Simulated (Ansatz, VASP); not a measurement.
**W in VASP and in Ansatz**

```
W
1.0
    -1.56769    1.56769    1.56769
     1.56769   -1.56769    1.56769
     1.56769    1.56769   -1.56769
W
1
Direct
  0.00000 0.00000 0.00000
```

Alike in both runs: functional LDA; k mesh 14 × 14 × 14; occupations fermi-dirac, width 0.1 eV; no spin polarisation.

Ansatz relaxed the structure, and its values are those at the end. VASP's run is a single point on that final structure, the one shown.

```csv
,VASP,Ansatz
version,VASP 6.6.1,Ansatz 0.2.0
potentials or method,"VASP PAW LDA potentials, release 64 (W_sv)","plane waves (420 eV) with PAW, scalar-relativistic"
plane-wave cutoff (eV),520,420
valence electrons in the cell,14,14
```

```tsv
	VASP	Ansatz	Ansatz less VASP
pressure (GPa)	2.0	0.0	-1.94
```

Ansatz warned: «pseudo_functional_mismatch».

Spin-orbit coupling is left out, which matters for the levels of W.
